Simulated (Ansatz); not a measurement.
# AlV2C (P6_3/mmc) in Ansatz: notebook

One crystal, AlV2C, is run at these levels: r2SCAN, LDA; tasks: relaxation of cell and atoms.

Program: Ansatz 0.2.0. These are calculated values, not measurements. Logs are shortened: lines on timing, memory, paths and dates and some standing lists are left out, and cuts for length are marked.

### 1 Starting point

It takes space group P6_3/mmc (No. 194, hexagonal). The conventional cell has a = 2.888 Å, b = 2.888 Å, c = 13.105 Å, α = 90.00°, β = 90.00°, γ = 120.00°. V (site symmetry 3m) is surrounded by 3 C at 2.02 Å. Al (site symmetry -6m2) is surrounded by 6 V at 2.72 Å and 6 Al at 2.89 Å. C (site symmetry -3m) has 6 V at 2.02 Å as nearest neighbours.

The cell comes from a database or a generator and needn't be the stable form of this composition.

### 2 Relaxation of cell and atoms, r2SCAN, collinear spin, ferromagnetic start

Input file input.yaml:

```yaml
crystal:
  lattice:
    - [2.8875990726, 0.0, 0.0]
    - [-1.4437995363, 2.5007341528, 0.0]
    - [0.0, 0.0, 13.10482311]
  atoms:
    - { symbol: V, position: [0.3333333333, 0.6666666667, 0.91361578], spin: 2.0 }
    - { symbol: V, position: [0.6666666667, 0.3333333333, 0.08638422], spin: 2.0 }
    - { symbol: V, position: [0.6666666667, 0.3333333333, 0.41361578], spin: 2.0 }
    - { symbol: V, position: [0.3333333333, 0.6666666667, 0.58638422], spin: 2.0 }
    - { symbol: Al, position: [0.6666666667, 0.3333333333, 0.75] }
    - { symbol: Al, position: [0.3333333333, 0.6666666667, 0.25] }
    - { symbol: C, position: [0.0, 0.0, 0.5] }
    - { symbol: C, position: [0.0, 0.0, 0.0] }
hamiltonian:
  xc: r2scan
  pseudopotentials: { kind: paw }
magnetization:
  spin_polarized: true
kpoints:
  mp_grid: { grid: [11, 11, 2] }
scf:
  occupations: { method: fermi_dirac, width: 0.05 }
output:
  forces: true
  stress: true
  eigenvalues: true
relax:
  f_tol: 0.01
  max_steps: 40
  cell: { stress_tol: 0.05 }
```

Potentials or basis: Ansatz PAW.

On the command line:

```bash
$ ansatz run input.yaml --threads 4 --pin off --max-ram 11264MiB --backend cpu --events-out ev --progress --plain --runs-dir out
```

Output:

```text
Warning: RAYON_NUM_THREADS=4 ignored (pool sized by the plan → 4); use --threads N
Engine: ansatz 0.2.0, x86_64-unknown-linux-gnu
Pseudopotentials: kind: paw
Pseudopotential: V, paw, valence charge 13, recommended cutoff 500 eV (meta_gga), V.paw.azcp
Pseudopotential: Al, paw, valence charge 3, recommended cutoff 500 eV (meta_gga), Al.paw.azcp
Pseudopotential: C, paw, valence charge 4, recommended cutoff 500 eV (meta_gga), C.paw.azcp
Functional definition: r2SCAN
  parameter k0 = 0.174
  parameter k1 = 0.065
  parameter a1 = 4.9479
  exchange = r2scan_x(k0 = k0, k1 = k1, a1 = a1)
  correlation = r2scan_c
Crystal: 8 atoms, lattice volume = 94.631 Å³
Basis set: ecut = 500 eV, 2387 PW (Γ), exchange–correlation on 96×96×384 points (64 copies of the dense FFT grid, shifted against one another)
Bands: 45, of which v1, the nominal top of the filled ones, is band 33 counted from 1 (32 counted from 0)
Symmetry: 24 space group operations
Space group: P63/mmc (ITA 194), of the structure as read, at distance tolerance 4.6e-5 Å
Magnetic group: BNS 194.263 (UNI 1493), of the structure as read, at distance tolerance 4.6e-5 Å
k-points: 32 of 242
Non-local potential: V, projectors of the file, l = 0: 3, l = 1: 2, l = 2: 3, l = 3: 1
Non-local potential: Al, projectors of the file, l = 0: 2, l = 1: 2, l = 2: 1
Non-local potential: C, projectors of the file, l = 0: 2, l = 1: 2, l = 2: 1
PAW form: soft (Blöchl's): semilocal exchange-correlation on the pseudo side does not see the compensation charge
PAW frozen core: V, regenerated for the run's functional (the file was generated under x = pbe(κ = 0.804, μ = 0.2195149727645171), c = pbe(β = 0.06672455060314922))
PAW frozen core: Al, regenerated for the run's functional (the file was generated under x = pbe(κ = 0.804, μ = 0.2195149727645171), c = pbe(β = 0.06672455060314922))
PAW frozen core: C, regenerated for the run's functional (the file was generated under x = pbe(κ = 0.804, μ = 0.2195149727645171), c = pbe(β = 0.06672455060314922))
PAW one-centre angular grid: V, 590 points (default); XC on 160 Gauss nodes
PAW one-centre angular grid: Al, 302 points (default); XC on 160 Gauss nodes
PAW one-centre angular grid: C, 302 points (default); XC on 239 of its mesh's 2573 points in the sphere
Initial density: superposition of atomic densities (chi_scale 0.1, normalization cell, long waves kept (reshape's long-wave potential 0.18 eV rms))
Starting moments: Σ|m| = 8 μB on 4 of 8 sites
Initial wavefunctions: pseudopotential atomic-orbital guess
Functional: x = r2scan, c = r2scan; τ floored in thin density (d = 2e-4 eV/Å³)
SCF iter   1: F=—  HF=-13257.071052 eV  |F-HF|=—  |Δ(HF+E_count)|=         —  Δρ=8.49e-2 (↑8.49e-2 ↓4.97e-2)  dr2=1.23e1  dr2_τ=3.77e-1  dr2_m=2.18e0  M=3.952 μB ∫|m|=4.859 μB  β_m=0.59  ethr=3.10e-3  ⟨swp⟩=6.2  Hψ=10186  notcnv=0
Mixer restart at iter 1: flushing history
preconditioner: auto → Kerker (q_TF=auto, 2.569 Å⁻¹)  [metal: Δε(μ)=0.052 eV  Ē_g=8.054 eV  σ=0.050 eV  W_gap=0.25  n_scr=28 (ndim 8)  ℏωp=22.3 eV  f_vac=0.000  D(μ)=3.73/eV (n_scr^D=28)]
spin=Collinear: Kerker preconditioning applied to the charge; magnetization (m = ρ↑ − ρ↓) channel mixes plain (no charge-response kernel on spin).
SCF iter   2: F=—  HF=-13254.680053 eV  |F-HF|=—  |Δ(HF+E_count)|=    2.39e0  Δρ=3.74e-2 (↑3.74e-2 ↓2.83e-2)  dr2=3.94e0  dr2_τ=3.06e-2  dr2_m=4.33e-1  M=3.674 μB ∫|m|=4.725 μB  β_m=1.00  ethr=3.10e-3  ⟨swp⟩=2.9  Hψ=5426  notcnv=0  defer=140  κ⁻¹=1.0e0(r=1)
SCF iter   3: F=—  HF=-13254.762679 eV  |F-HF|=—  |Δ(HF+E_count)|=   8.26e-2  Δρ=1.51e-2 (↑1.09e-2 ↓1.51e-2)  dr2=1.02e0  dr2_τ=8.06e-3  dr2_m=2.50e-2  M=3.110 μB ∫|m|=4.214 μB  β_m=1.00  ethr=3.10e-3  ⟨swp⟩=2.2  Hψ=4616  notcnv=0  defer=140  κ⁻¹=5.2e-2(r=2)
SCF iter   4: F=—  HF=-13255.840248 eV  |F-HF|=—  |Δ(HF+E_count)|=    1.08e0  Δρ=1.09e-2 (↑7.57e-3 ↓1.09e-2)  dr2=6.48e-1  dr2_τ=2.38e-3  dr2_m=1.53e-2  M=2.775 μB ∫|m|=3.758 μB  β_m=1.00  ethr=1.54e-3  ⟨swp⟩=2.0  Hψ=3938  notcnv=0  defer=147  κ⁻¹=7.4e-3(r=3)
[... 74 lines left out ...]
the starting moments were not kept: the SCF closed with an absolute magnetisation of 2.7e-7 μB, where they sum to 8 μB in size (4 sites). That is at most 0.1 of that sum. Measured as dr2_m measures the in/out step, that magnetisation stands 1.2e-14 eV from none, at or under the dr2_threshold of 8.0e-11 eV: it is no larger than a step whose dr2_m would equal this threshold.
SCF 4 converged in 11 iterations: F = -13257.168028 eV  dr2 = 1.54e-12
relax step   4: F+E_penalty+E_count = -13257.16802805 eV  Δ(F+E_penalty+E_count) = +7.630e-5 eV  max|allowed force component| = 8.146e-4 eV/Å  Δτ_max = 0.0000 Å  P = +0.032 GPa  Ω = 94.497 Å³  stress off target by 3.50e-2 GPa  SCF on the basis re-selected at this cell (its energy is not comparable with the rows above)  (11 SCF iters)
basis re-selected at this cell: Δ(F+E_penalty+E_count) = +7.630e-5 eV, ΔP = -0.000 GPa vs the last step (what re-selecting the basis moved, of the pressure what is left beyond the Pulay correction that the steps carried, after the strain that the cell walked since its last selection, with what the two solves' SCF thresholds leave and, on support functions, any second-order correction that the steps lacked; it is no measure of the basis error at this ecutwfc). This SCF's stress stands 3.50e-2 GPa from its target on what of the cell is left free (relax.cell.stress_tol is 5.00e-2 GPa) and its largest allowed force component is 8.15e-4 eV/Å (relax.f_tol is 1.00e-2 eV/Å): within both
SCF converged after 11 iterations
Stability not checked: this state was not tested for a lower state beside it, because the mixer in use, unlike msr1, does not test its closes by its own steps (another_mixer; see scf.mixing.algorithm and scf.lower_state_search)
Magnetization: -0.0000 μB (33.0000 up, 33.0000 down)
Absolute magnetization: 0.0000 μB (∫|ρ↑−ρ↓|, with the PAW one-centre terms)
Spin contamination: 0.0000 ħ² per cell (⟨S²⟩ above its minimum at these occupations)
Per-site moments (μB) at R_I (Å): [(-4.558747066080123e-8, 0.8288911063437796), (-4.5587470552915355e-8, 0.8288911063437788), (-4.558747066779645e-8, 0.8288911063437788), (-4.558747063760735e-8, 0.8288911063437786), (2.8131976362547574e-9, 1.1232712461176935), (2.8131975954119797e-9, 1.1232712461176935), (5.154602000116092e-9, 0.8288911063437786), (5.154601969109463e-9, 0.8288911063437788)]
Free energy (F): -13257.168028 eV
Harris-Foulkes:  -13257.168028 eV  (|F-HF|=0.00e0)
Internal energy: -13257.135440 eV  (E = F + TS)
E sigma→0 (E₀):  -13257.151734 eV
Entropy (-TS):   -0.032588 eV (-4.073 meV/atom)
Fermi energy:    14.001517 eV
--- Per-component energies (eV) ---
  E_band       = -720.433616
  E_kinetic    = 1578.505567
  E_local      = -6518.826458  (includes V_loc(G=0)·N_el)
  E_nonlocal   = -116.036175
  E_hartree    = 3025.146279
  E_xc         = -680.185575
  E_vxc        = -937.803879  (∫ρ·V_xc dr)
  E_paw        = -5630.876968  (= ΣΔE_a)
  E_vpaw       = -835.268324  (= ΣTr[D̂ρ^β])
  E_aug_tail   = 0.000730  (compensation charges beyond the density's cutoff)
  E_vtau       = 58.702330  (kinetic-family band-sum trace: ∫τ·v_τ [+ j·A + Jᵃ·Aᵃ] dr)
  E_ewald      = -4913.629953
  E_core_change = -1.232887  (= ΣΔE_core)
  E_smearing   = -0.032588  (= −TS)
  E_closure    = 0.000000  (closes the sum)
  Σ components = -13257.168028   (vs F -13257.168028, Δ=0.00e0)
--- Forces (eV/Å), atoms counted from 1 ---
  atom   1  V     -0.00000000     0.00000000    -0.00081461
  atom   2  V      0.00000000    -0.00000000     0.00081461
  atom   3  V      0.00000000    -0.00000000    -0.00081461
  atom   4  V     -0.00000000     0.00000000     0.00081461
  atom   5  Al     0.00000000    -0.00000000    -0.00000000
  atom   6  Al    -0.00000000     0.00000000     0.00000000
  atom   7  C      0.00000000     0.00000000     0.00000000
  atom   8  C      0.00000000     0.00000000     0.00000000
  max |Σ_I F_I| component: 3.70e-17 eV/Å
--- Stress (GPa, compression-positive) ---
        0.035002       0.000000      -0.000000
        0.000000       0.035002       0.000000
       -0.000000       0.000000       0.024616
  P = ⅓ Tr σ = 0.0315 GPa (0.315 kbar)
--- Band table (eV; the first three rows and the last of 64) ---
  k-point 0 ↑: bands = ["-53.0933", "-53.0933", "-53.0319", "-53.0318", "-26.0123", "-26.0099", "-25.6568", "-25.6542", "-25.5924", "-25.5924", "-25.5923", "-25.5923", "-25.5534", "-25.5534", "-25.5534", "-25.5534", "0.4169", "0.5053", "4.3336", "4.9648", "6.9401", "8.0942", "10.5125", "10.5125", "10.5152", "10.5152", "10.6154", "11.6539", "12.9754", "13.3422", "13.7741", "13.7741", "13.7892", "13.7892", "14.5686", "14.5686", "14.6067", "14.6067", "15.4588", "15.4588", "15.5104", "15.5104", "17.3856", "17.7436", "19.2526"]
  k-point 1 ↑: bands = ["-53.0933", "-53.0933", "-53.0318", "-53.0318", "-26.0111", "-26.0111", "-25.6555", "-25.6555", "-25.5923", "-25.5923", "-25.5923", "-25.5923", "-25.5534", "-25.5534", "-25.5534", "-25.5534", "0.4600", "0.4600", "4.6070", "4.6070", "7.5146", "7.5146", "10.5138", "10.5138", "10.5138", "10.5138", "11.1451", "11.1451", "13.1941", "13.1941", "13.7816", "13.7816", "13.7816", "13.7816", "14.5871", "14.5871", "14.5871", "14.5871", "15.4851", "15.4851", "15.4851", "15.4851", "17.5343", "17.5343", "19.7607"]
  k-point 2 ↑: bands = ["-53.0880", "-53.0879", "-53.0287", "-53.0286", "-26.0037", "-26.0014", "-25.6690", "-25.6669", "-25.6141", "-25.6137", "-25.6032", "-25.6032", "-25.5804", "-25.5803", "-25.5569", "-25.5569", "0.5580", "0.6376", "4.5384", "5.1143", "7.1575", "8.2588", "9.9334", "10.2692", "10.5332", "10.5359", "11.0346", "11.6328", "12.9859", "13.4120", "13.5308", "13.5627", "13.9012", "13.9200", "14.2966", "14.5119", "14.5350", "14.5538", "15.4972", "15.5187", "15.5738", "15.6041", "17.4909", "18.0099", "19.4481"]
  k-point 31 ↓: bands = ["-53.0051", "-53.0051", "-52.9987", "-52.9987", "-25.9514", "-25.9514", "-25.9156", "-25.9156", "-25.8707", "-25.8707", "-25.7802", "-25.7802", "-25.6869", "-25.6869", "-25.6717", "-25.6717", "2.5136", "2.5136", "8.2845", "8.2845", "8.8671", "8.8671", "9.7979", "9.7979", "10.7801", "10.7801", "11.2336", "11.2336", "11.9994", "11.9994", "12.3317", "12.3317", "13.2358", "13.2358", "15.0760", "15.0760", "15.5629", "15.5629", "16.2203", "16.2203", "16.2439", "16.2439", "16.5950", "16.5950", "17.9878"]
--- Relaxed structure (3 steps of the walk, 3 accepted, 1 SCFs on fresh bases) ---
  F+E_penalty+E_count = -13257.16802805 eV   max|allowed force component| = 8.146e-4 eV/Å   (the final SCF, on the basis selected at the relaxed cell)
  cell:  # Å, volume = 94.4973 Å³
    - [2.8841743759755243, 0.0, 0.0]
    - [-1.4420871879877621, 2.497768278538935, 0.0]
    - [0.0, 0.0, 13.117338285564614]
  atoms:
    - { symbol: V, position: [0.3333333333333332, 0.6666666666666664, 0.9142568178265131] }
    - { symbol: V, position: [0.6666666666666666, 0.3333333333333332, 0.08574318217348667] }
    - { symbol: V, position: [0.6666666666666666, 0.3333333333333332, 0.41425681782651336] }
    - { symbol: V, position: [0.3333333333333332, 0.6666666666666664, 0.5857431821734865] }
    - { symbol: Al, position: [0.6666666666666666, 0.3333333333333332, 0.7499999999999999] }
    - { symbol: Al, position: [0.3333333333333332, 0.6666666666666664, 0.24999999999999997] }
    - { symbol: C, position: [-6.34363598676339e-34, 2.3866497939708324e-35, 0.49999999999999994] }
    - { symbol: C, position: [-6.435029069157198e-34, 2.226202748998003e-35, -2.068326606518986e-21] }
```

Run time: 2.4 min. Hardware: 4 threads of Intel Xeon at 2.50GHz (Skylake/Cascade Lake), shared host; peak memory 0.91 GiB.

Results:

| Quantity | Value |
| --- | --- |
| Free energy | -13257.1680 eV |
| Relaxed volume | 11.81 Å³/atom |
| Relaxed cell | a = 2.884 Å, b = 2.884 Å, c = 13.117 Å, α = 90.00°, β = 90.00°, γ = 120.00° |
| Space group after relaxing (to 0.05 Å) | P6_3/mmc (No. 194) |
| Energy gained by relaxing | 0.5 meV/atom |
| Ionic steps | 4 |
| Pressure after relaxing | 0.0 GPa |
| Band gap on the k mesh | none (metal or under the smearing width) |
| Net moment | 0.00 μB per cell |
| Absolute moment | 0.00 μB per cell |

Step by step:
```csv
step,energy change (eV),largest force (eV/Å),volume (Å³)
1,0.0000,0.2226,94.63
2,-0.0038,0.0399,94.70
3,-0.0043,0.0009,94.50
4,-0.0042,0.0008,94.50
```

Final structure:
```
V Al C
1.0
     2.88417    0.00000    0.00000
    -1.44209    2.49777    0.00000
     0.00000    0.00000   13.11734
V Al C
4 2 2
Direct
  0.33333 0.66667 0.91426
  0.66667 0.33333 0.08574
  0.66667 0.33333 0.41426
  0.33333 0.66667 0.58574
  0.66667 0.33333 0.75000
  0.33333 0.66667 0.25000
  0.00000 0.00000 0.50000
  0.00000 0.00000 0.00000
```

Caveat: the magnetic or orbital state may not be the lowest; the plane-wave basis is chosen anew once the cell has moved, so the energies of steps on either side of that aren't comparable; the PAW data sets come from PBE, with cores solved anew for the run's functional, which leaves a small shift of forces and pressure; the starting moments weren't kept.

### 3 Relaxation of cell and atoms, LDA, collinear spin, ferromagnetic start

input.yaml: that of step 2 with these lines changed.

```diff
@@ -15,3 +15,3 @@
 hamiltonian:
-  xc: r2scan
+  xc: lda
   pseudopotentials: { kind: paw }
@@ -27,2 +27,6 @@
   eigenvalues: true
+  write_density: true
+  write_potential: true
+  elf: true
+  volumetric_format: npy
 relax:
```

Potentials or basis: Ansatz PAW.

On the command line:

```bash
$ ansatz run input.yaml --threads 4 --pin off --max-ram 11264MiB --backend cpu --events-out ev --progress --plain --runs-dir out
```

Run time: 1.8 min. Hardware: 4 threads of Intel Xeon at 2.50GHz (Skylake/Cascade Lake), shared host; peak memory 0.62 GiB.

Results (log left out):

| Quantity | Value |
| --- | --- |
| Free energy | -12958.2262 eV |
| Relaxed volume | 11.39 Å³/atom |
| Relaxed cell | a = 2.856 Å, b = 2.856 Å, c = 12.900 Å, α = 90.00°, β = 90.00°, γ = 120.00° |
| Space group after relaxing (to 0.05 Å) | P6_3/mmc (No. 194) |
| Energy gained by relaxing | 14.3 meV/atom |
| Ionic steps | 7 |
| Pressure after relaxing | 0.0 GPa |
| Band gap on the k mesh | none (metal or under the smearing width) |
| Net moment | 0.00 μB per cell |
| Absolute moment | 0.00 μB per cell |

The path:
| step | energy change (eV) | largest force (eV/Å) | volume (Å³) |
| --- | --- | --- | --- |
| 1 | 0.0000 | 0.6553 | 94.63 |
| 2 | -0.1085 | 0.3465 | 91.30 |
| 3 | -0.1181 | 0.0028 | 91.11 |
| 4 | -0.1181 | 0.0003 | 91.15 |
| 5 | -0.1142 | 0.0008 | 91.15 |
| 6 | -0.1142 | 0.0001 | 91.12 |
| 7 | -0.1142 | 0.0001 | 91.12 |

Final structure:
```
V Al C
1.0
     2.85588    0.00000    0.00000
    -1.42794    2.47326    0.00000
     0.00000    0.00000   12.90032
V Al C
4 2 2
Cartesian
  0.0000 1.6488 11.7958
  1.4279 0.8244 1.1045
  1.4279 0.8244 5.3457
  0.0000 1.6488 7.5547
  1.4279 0.8244 9.6752
  0.0000 1.6488 3.2251
  0.0000 0.0000 6.4502
  0.0000 0.0000 0.0000
```

Levels at points of the mesh, in eV from the Fermi level:
Spin up:
| k point | band 31 | band 32 | band 33 | band 34 | band 35 | band 36 |
| --- | --- | --- | --- | --- | --- | --- |
| (0.00, 0.00, 0.00) | -0.30 | -0.30 | -0.28 | -0.28 | 0.64 | 0.64 |
| (0.00, 0.00, -0.50) | -0.29 | -0.29 | -0.29 | -0.29 | 0.66 | 0.66 |
Spin down:
```csv
k point,band 31,band 32,band 33,band 34,band 35,band 36
"(0.00, 0.00, 0.00)",-0.30,-0.30,-0.28,-0.28,0.64,0.64
"(0.00, 0.00, -0.50)",-0.29,-0.29,-0.29,-0.29,0.66,0.66
```

Caveat: the plane-wave basis is chosen anew once the cell has moved, so the energies of steps on either side of that aren't comparable; the PAW data sets come from PBE, with cores solved anew for the run's functional, which leaves a small shift of forces and pressure; the starting moments weren't kept.
